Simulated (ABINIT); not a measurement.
Crystal: CdSe (Cadmoselite).

```xyz
4
Lattice="4.3000 0.0000 0.0000 -2.1500 3.7239 0.0000 0.0000 0.0000 7.0200" Properties=species:S:1:pos:R:3 pbc="T T T"
Cd    2.1500    1.2413    3.5100
Cd    0.0000    2.4826    0.0000
Se    2.1500    1.2413    6.2127
Se    0.0000    2.4826    2.7027
```

Program: ABINIT 10.8.3 (patched build). Alike in all runs: task single point; potentials or basis JTH PAW PBE v2.0; no spin polarisation; cell as given; k mesh 7 × 7 × 4; cutoff (eV) 707; smearing fermi-dirac 0.05 eV.

**Question.** Order these runs on this cell by their pressure, lowest first.
A. level revPBE
B. level BLYP
C. level PW91
D. level WC

**Answer.** D (0.1 GPa), C (2.7 GPa), A (4.4 GPa), B (5.9 GPa).

Caveats: the PAW data sets were made with another functional, which shifts forces and pressure a little.
